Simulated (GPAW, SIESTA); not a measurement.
Given: the input of a run of SIESTA 5.4.2 on CdF2. 

Contents of CdF2.fdf:

```
SystemName                      CdF2
SystemLabel                     CdF2
NumberOfSpecies                 2
NumberOfAtoms                   3
%block ChemicalSpeciesLabel
  1  48 Cd
  2   9 F
%endblock ChemicalSpeciesLabel

LatticeConstant                 1.0 Ang
%block LatticeVectors
     0.0000000000     2.6940000000     2.6940000000
     2.6940000000     0.0000000000     2.6940000000
     2.6940000000     2.6940000000     0.0000000000
%endblock LatticeVectors
AtomicCoordinatesFormat         Fractional
%block AtomicCoordinatesAndAtomicSpecies
     0.0000000000     0.0000000000     0.0000000000  1  Cd
     0.7500000000     0.7500000000     0.7500000000  2  F
     0.2500000000     0.2500000000     0.2500000000  2  F
%endblock AtomicCoordinatesAndAtomicSpecies

%block kgrid.MonkhorstPack
    9   0   0  0.0
    0   9   0  0.0
    0   0   9  0.0
%endblock kgrid.MonkhorstPack
XC.Functional                   GGA
XC.Authors                      PBEsol
PAO.BasisSize                   DZP
PAO.EnergyShift                 0.003 Ry
Mesh.Cutoff                     800 Ry
OccupationFunction              FD
ElectronicTemperature           0.05 eV
MaxSCFIterations                120
SCF.MustConverge                false
SCF.Mixer.Method                Pulay
SCF.Mixer.Weight                0.25
SCF.Mixer.History               8
SCF.DM.Tolerance                5.0e-05
SCF.H.Tolerance                 1.0e-03 eV
WriteForces                     true
Charge.Mulliken                 end
Charge.Hirshfeld                end
Charge.Voronoi                  end
SaveRho                         true
SaveElectrostaticPotential      true
%block PAO.Basis
  Cd 5
  n=4 0 2
    2.625 0.000
  n=5 0 2
    7.504 0.000
  n=4 1 2
    2.973 0.000
  n=5 1 1
    7.504
  n=4 2 2
    4.584 0.000
%endblock PAO.Basis
```

Potentials or basis: PseudoDojo 0.4 standard (PBEsol files), converted to PSML, two zetas on semicore shells, DZP (energy shift 0.003 Ry; two zetas on semicore shells).

Command:

```sh
$ siesta < CdF2.fdf > CdF2.out 2>&1
```

Problem. What does the same run look like in GPAW 26.7.0 (ASE script)? Potentials or basis there: PAW data sets generated for this functional, cutoff 800 eV.

Solution. As run (cutoffs and basis follow the program's own potentials, and thresholds, step limits or extra output files can differ):

Contents of run.py:

```python
from ase import Atoms
from ase.dft.bandgap import bandgap
from ase.io import write
from ase.units import GPa
from gpaw import GPAW, PW, setup_paths

setup_paths.insert(0, '.')

atoms = Atoms(['Cd', 'F', 'F'],
              cell=[[0.0, 2.694, 2.694],
                    [2.694, 0.0, 2.694],
                    [2.694, 2.694, 0.0]],
              scaled_positions=[[0.0, 0.0, 0.0],
                                [0.75, 0.75, 0.75],
                                [0.25, 0.25, 0.25]],
              pbc=True)

calc = GPAW(mode=PW(800),
            xc='PBEsol',
            kpts={'size': (9, 9, 9), 'gamma': True},
            occupations={'name': 'fermi-dirac', 'width': 0.05},
            nbands=24,
            convergence={'density': 1e-05, 'energy': 1e-05},
            maxiter=150,
            txt='gpaw.txt')
atoms.calc = calc
energy = atoms.get_potential_energy()
forces = atoms.get_forces()
stress = atoms.get_stress()
calc.write('gs.gpw')
write('result.traj', atoms)
print(f'Energy: {energy:.6f} eV')
print('Forces (eV/A):')
print(forces.round(4))
print('Stress (GPa):', (stress / GPa).round(3))
print('Fermi level:', round(calc.get_fermi_level(), 4), 'eV')
print(f'Gap: {bandgap(calc)[0]:.4f} eV, direct: {bandgap(calc, direct=True)[0]:.4f} eV')
```

Potentials or basis: PAW data sets generated in the run's folder for this functional, pw.

The run is started by

```sh
$ gpaw-setup -f PBEsol Cd F
$ OMP_NUM_THREADS=1 python run.py
```

Both were run:

|  | SIESTA | GPAW |
| --- | --- | --- |
| Pressure | 0.0 GPa | -2.1 GPa |

The potentials hold 34 and 26 valence electrons a cell.

Pressure is positive in compression.
